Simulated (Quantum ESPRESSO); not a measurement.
# MnO (Fm-3m) in Quantum ESPRESSO: a series of runs, part 3 of 4

Quantum ESPRESSO 7.5. Earlier steps stand in the parts before.

## Step 5: Phonons, PW91, collinear spin, ferromagnetic start

pw.in

```
&CONTROL
  calculation = 'scf'
  prefix = 'pwscf'
  outdir = './tmp'
  pseudo_dir = './pseudo'
  tprnfor = .true.
  tstress = .true.
  disk_io = 'low'
/
&SYSTEM
  ibrav = 0
  A = 3.142383
  nat = 2
  ntyp = 2
  ecutwfc = 96
  nbnd = 20
  input_dft = 'XC-000I-000I-109L-134L-000I-000I'
  occupations = 'smearing'
  smearing = 'fd'
  degauss = 0.00367493
  nspin = 2
  starting_magnetization(1) = 0.2667
  starting_magnetization(2) = 0
/
&ELECTRONS
  conv_thr = 4d-10
  electron_maxstep = 120
  mixing_beta = 0.3
/
ATOMIC_SPECIES
Mn    54.9380 Mn.upf
O     15.9990 O.upf
CELL_PARAMETERS alat
   0.0000000000    0.7071067817    0.7071067817
   0.7071067817    0.0000000000    0.7071067817
   0.7071067817    0.7071067817    0.0000000000
ATOMIC_POSITIONS alat
Mn     0.0000000000    0.0000000000    0.0000000000
O      0.7071067817    0.7071067817    0.7071067817
K_POINTS automatic
4 4 4 1 1 1
```

relax.in

```
&CONTROL
  calculation = 'vc-relax'
  prefix = 'pwscf'
  outdir = './tmp'
  pseudo_dir = './pseudo'
  tprnfor = .true.
  tstress = .true.
  disk_io = 'low'
  nstep = 40
  forc_conv_thr = 0.0001
  etot_conv_thr = 1d-06
/
&SYSTEM
  ibrav = 0
  A = 3.142383
  nat = 2
  ntyp = 2
  ecutwfc = 96
  nbnd = 20
  input_dft = 'XC-000I-000I-109L-134L-000I-000I'
  occupations = 'smearing'
  smearing = 'fd'
  degauss = 0.00367493
  nspin = 2
  starting_magnetization(1) = 0.2667
  starting_magnetization(2) = 0
/
&ELECTRONS
  conv_thr = 4d-10
  electron_maxstep = 120
  mixing_beta = 0.3
/
&IONS
  ion_dynamics = 'bfgs'
/
&CELL
  cell_dynamics = 'bfgs'
  press = 0
  press_conv_thr = 0.2
/
ATOMIC_SPECIES
Mn    54.9380 Mn.upf
O     15.9990 O.upf
CELL_PARAMETERS alat
   0.0000000000    0.7071067817    0.7071067817
   0.7071067817    0.0000000000    0.7071067817
   0.7071067817    0.7071067817    0.0000000000
ATOMIC_POSITIONS alat
Mn     0.0000000000    0.0000000000    0.0000000000
O      0.7071067817    0.7071067817    0.7071067817
K_POINTS automatic
4 4 4 1 1 1
```

scf2.in

```
&CONTROL
  calculation = 'scf'
  prefix = 'pwscf'
  outdir = './tmp'
  pseudo_dir = './pseudo'
  tprnfor = .true.
  tstress = .true.
  disk_io = 'low'
/
&SYSTEM
  ibrav = 0
  A = 3.14748534
  nat = 2
  ntyp = 2
  ecutwfc = 96
  nbnd = 20
  input_dft = 'XC-000I-000I-109L-134L-000I-000I'
  occupations = 'smearing'
  smearing = 'fd'
  degauss = 0.00367493
  nspin = 2
  starting_magnetization(1) = 0.2667
  starting_magnetization(2) = 0
/
&ELECTRONS
  conv_thr = 1d-13
  electron_maxstep = 120
  mixing_beta = 0.3
  startingpot = 'file'
  startingwfc = 'file'
/
ATOMIC_SPECIES
Mn    54.9380 Mn.upf
O     15.9990 O.upf
CELL_PARAMETERS alat
   0.0000000000    0.7071067817    0.7071067817
   0.7071067817    0.0000000000    0.7071067817
   0.7071067817    0.7071067817    0.0000000000
ATOMIC_POSITIONS alat
Mn     0.0000000000    0.0000000000    0.0000000000
O      0.7071067817    0.7071067817    0.7071067817
K_POINTS automatic
4 4 4 1 1 1
```

ph.in

```
phonons of MnO
&INPUTPH
  prefix = 'pwscf'
  outdir = './tmp'
  tr2_ph = 1d-18
  fildyn = 'dyn'
  niter_ph = 90
  alpha_mix(1) = 0.4
/
0.0000000000 0.0000000000 0.0000000000
```

dynmat.in

```
&INPUT
  fildyn = 'dyn'
  asr = 'crystal'
  filout = 'dynmat.disp'
  fileig = 'dynmat.eig'
/
```

Potentials or basis: PseudoDojo 0.4.1 SR PBE standard.

Launch:

```sh
$ OMP_NUM_THREADS=1 pw.x -in pw.in > pw.out
$ OMP_NUM_THREADS=1 pw.x -in relax.in > relax.out
$ OMP_NUM_THREADS=1 pw.x -in scf2.in > scf2.out
$ OMP_NUM_THREADS=1 ph.x -in ph.in > ph.out
$ OMP_NUM_THREADS=1 dynmat.x -in dynmat.in > dynmat.out
```

pw.out:

```text
This program is part of the open-source Quantum ESPRESSO suite
     for quantum simulation of materials; please cite
         "P. Giannozzi et al., J. Phys.:Condens. Matter 21 395502 (2009);
         "P. Giannozzi et al., J. Phys.:Condens. Matter 29 465901 (2017);
         "P. Giannozzi et al., J. Chem. Phys. 152 154105 (2020);
     in publications or presentations arising from this work. More details at

     IMPORTANT: XC functional enforced from input :
     Exchange-correlation= XC-000I-000I-109L-134L-000I-000I
                           (   0   0 109 134   0   0   0)
     Any further DFT definition will be discarded
     Please, verify this is what you really want

     Message from routine setup:
     using ibrav=0 with symmetry is DISCOURAGED, use correct ibrav instead

     G-vector sticks info
     --------------------
     sticks:   dense  smooth     PW     G-vecs:    dense   smooth      PW
     Sum         931     931    283                18883    18883    3119

     Using Slab Decomposition

     bravais-lattice index     =            0
     lattice parameter (alat)  =       5.9382  a.u.
     unit-cell volume          =     148.0672 (a.u.)^3
     number of atoms/cell      =            2
     number of atomic types    =            2
     number of electrons       =        21.00
     number of Kohn-Sham states=           20
     kinetic-energy cutoff     =      96.0000  Ry
     charge density cutoff     =     384.0000  Ry
     scf convergence threshold =      4.0E-10
     mixing beta               =       0.3000
     number of iterations used =            8  plain     mixing
[... 277 lines left out ...]

   -63.6789 -32.3425 -32.3073 -32.2969  -5.7649   7.1522   8.8695   8.9012
    14.6524  14.8769  15.3593  15.6047  16.7717  17.8692  24.2572  26.4948
    28.7740  32.6367  33.9656  35.7187

          k =-0.2652-0.2652 0.4419 (  2356 PWs)   bands (ev):
[... 19 lines left out ...]
   -63.6746 -32.3516 -32.3335 -32.3163  -5.4040   7.2000   7.9128   8.5265
    14.2137  15.3190  15.8024  15.8472  16.4185  21.4927  22.6247  23.5500
    26.9826  31.5940  34.9556  39.9847

          k = 0.0884-0.2652 0.4419 (  2351 PWs)   bands (ev):

   -63.6764 -32.3541 -32.3195 -32.3057  -5.5162   6.7957   8.3596   8.6719
    14.4249  15.4470  15.5578  15.8486  16.7716  19.7043  23.2667  24.6895
    27.6485  31.9990  35.3886  37.4566

          k =-0.6187 0.0884 0.0884 (  2350 PWs)   bands (ev):

   -63.6746 -32.3585 -32.3241 -32.3179  -5.4685   7.0169   8.6121   8.9664
    13.1039  15.6864  15.7638  15.8553  15.8575  20.5036  22.5352  24.9274
    28.3012  29.1628  38.2766  39.0260

          k = 0.2652 0.2652 0.2652 (  2364 PWs)   bands (ev):
[... 7 lines left out ...]
   -63.6753 -32.3558 -32.3297 -32.3072  -5.4107   6.8111   7.9103   8.6068
    14.8236  15.3600  15.4819  15.9847  16.9092  20.8183  22.4449  23.7336
    27.6893  32.3587  34.4839  37.8080

     the Fermi energy is    13.2241 ev

!    total energy              =    -251.14971088 Ry
     estimated scf accuracy    <          8.8E-11 Ry
     smearing contrib. (-TS)   =      -0.00088778 Ry
     internal energy E=F+TS    =    -251.14882310 Ry

     The total energy is F=E-TS. E is the sum of the following terms:
     one-electron contribution =    -103.61172367 Ry
     hartree contribution      =      63.72624812 Ry
     xc contribution           =     -45.41312320 Ry
     ewald contribution        =    -165.85022436 Ry

     total magnetization       =     4.83 Bohr mag/cell
     absolute magnetization    =     4.83 Bohr mag/cell

     convergence has been achieved in  12 iterations

     Forces acting on atoms (cartesian axes, Ry/au):

     atom    1 type  1   force =    -0.00000000    0.00000000    0.00000000
     atom    2 type  2   force =    -0.00000000    0.00000000   -0.00000000

     Total force =     0.000000     Total SCF correction =     0.000000

     Computing stress (Cartesian axis) and pressure

          total   stress  (Ry/bohr**3)                   (kbar)     P=        5.45
   0.00003708   0.00000000   0.00000000            5.45        0.00        0.00
   0.00000000   0.00003708   0.00000000            0.00        5.45        0.00
   0.00000000   0.00000000   0.00003708            0.00        0.00        5.45

=------------------------------------------------------------------------------=
   JOB DONE.
=------------------------------------------------------------------------------=
```

scf2.out:

```text
This program is part of the open-source Quantum ESPRESSO suite
     for quantum simulation of materials; please cite
         "P. Giannozzi et al., J. Phys.:Condens. Matter 21 395502 (2009);
         "P. Giannozzi et al., J. Phys.:Condens. Matter 29 465901 (2017);
         "P. Giannozzi et al., J. Chem. Phys. 152 154105 (2020);
[... 294 lines left out ...]
   0.00000000   0.00000059   0.00000000            0.00        0.09        0.00
   0.00000000   0.00000000   0.00000059            0.00        0.00        0.09

=------------------------------------------------------------------------------=
   JOB DONE.
=------------------------------------------------------------------------------=
```

Run time: 2.9 min. Hardware: 1 thread of Intel Xeon 6975P-C (Granite Rapids), shared host; peak memory 0.12 GiB.

What came out:

| Quantity | Value |
| --- | --- |
| Free energy | -3417.0661 eV |
| Relaxed volume | 11.02 Å³/atom |
| Relaxed cell | a = 3.147 Å, b = 3.147 Å, c = 3.147 Å, α = 60.00°, β = 60.00°, γ = 60.00° |
| Space group after relaxing (to 0.05 Å) | Fm-3m (No. 225) |
| Pressure after relaxing | 0.0 GPa |
| Band gap on the k mesh | none (metal or under the smearing width) |
| Net moment | 4.84 μB per cell |
| Absolute moment | 4.84 μB per cell |
| Site moments | Mn +4.10; O +0.24 μB |
| Valence electrons inside the program's atomic spheres | Mn 12.61; O 5.95 |
| Highest phonon frequency at Γ | 268 cm⁻¹ |

The path:
| step | energy change (eV) | largest force (eV/Å) | pressure (GPa) | volume (Å³) |
| --- | --- | --- | --- | --- |
| 1 | 0.0000 | 0.0000 | 0.55 | 21.94 |
| 2 | -0.0001 | 0.0000 | 0.23 | 22.00 |
| 3 | -0.0002 | 0.0000 | 0.01 | 22.05 |
| 4 | -0.0002 | 0.0000 | 0.00 | 22.05 |

Final structure:
```
CELL_PARAMETERS angstrom
0.00000 2.22561 2.22561
2.22561 0.00000 2.22561
2.22561 2.22561 0.00000
ATOMIC_POSITIONS crystal
Mn 0.00000 0.00000 0.00000
O 0.50000 0.50000 0.50000
```

Levels at points of the mesh, in eV from the Fermi level:
Spin up:
```tsv
k point	band 10	band 11	band 12	band 13	band 14	band 15	band 16	band 17
(0.12, 0.12, 0.12)	-3.01	-2.83	-1.85	-1.85	0.65	12.54	15.79	15.79
```
Spin down:
| k point | band 5 | band 6 | band 7 | band 8 | band 9 | band 10 | band 11 | band 12 |
| --- | --- | --- | --- | --- | --- | --- | --- | --- |
| (0.12, 0.12, 0.12) | -19.45 | -4.04 | -3.45 | -3.45 | 1.09 | 1.21 | 1.21 | 1.88 |

Phonon frequencies in cm⁻¹ (negative: imaginary):
```
              q point           frequencies
(0.000, 0.000, 0.000)  31 31 31 268 268 268
```

Optical modes at Γ, degenerate ones joined:
```csv
cm⁻¹,components,symmetry,active in
256,3,T1u,IR
```

Caveat: the k mesh is coarse (spacing up to 0.61 Å⁻¹), so the values aren't converged; the mesh is thin for the phonons of a metal; the potentials were made for another functional, which shifts forces and pressure; before the sum rule the acoustic modes lie tens of cm⁻¹ from zero, a sign that the density grid also shifts the optical modes; a cell with one magnetic atom can't hold antiferromagnetic order, which such compounds often take; semilocal functionals often make such compounds metallic where correlation or magnetic order opens a gap, which also shifts bond lengths. With open d or f shells a metallic result of PW91 can be an artefact of self-interaction; +U or a hybrid may open a gap.

(Part 3 of 4 ends here.)
